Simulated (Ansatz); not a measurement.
Crystal: ZnSe (Stilleite).

```
Se Zn
1.0
     0.00000    2.83380    2.83380
     2.83380    0.00000    2.83380
     2.83380    2.83380    0.00000
Se Zn
1 1
Direct
  0.75000 0.75000 0.75000
  0.00000 0.00000 0.00000
```

```yaml
Program: Ansatz 0.2.0
Task: relaxation of cell and atoms
Functional: RPBE
Potentials_or_basis: Ansatz PAW
Cutoff: "420 eV (not typed: the program's choice for these potentials)"
k_mesh: 8 × 8 × 8
Occupations: fermi-dirac, width 0.05 eV
Spin: no spin polarisation
```

At the start: volume 22.76 Å³/atom.

Question: How do energy, volume and symmetry change on relaxing?

Answer: It ends after 5 steps and the volume is 24.49 Å³/atom (+7.6 %); space group F-43m (No. 216, to 0.05 Å).

The path:
| step | energy change (eV) | largest force (eV/Å) | volume (Å³) |
| --- | --- | --- | --- |
| 1 | 0.0000 | 0.0000 | 45.51 |
| 2 | -0.0394 | 0.0000 | 47.94 |
| 3 | -0.0427 | 0.0000 | 48.86 |
| 4 | -0.0427 | 0.0000 | 48.98 |
| 5 | -0.0440 | 0.0000 | 48.98 |

Final structure:
```
Se Zn
1.0
     0.00000    2.90397    2.90397
     2.90397    0.00000    2.90397
     2.90397    2.90397    0.00000
Se Zn
1 1
Direct
  0.75000 0.75000 0.75000
  0.00000 0.00000 0.00000
```

Caveat: the plane-wave basis is chosen anew once the cell has moved, so the energies of steps on either side of that aren't comparable; the PAW data sets come from PBE, with cores solved anew for the run's functional, which leaves a small shift of forces and pressure.
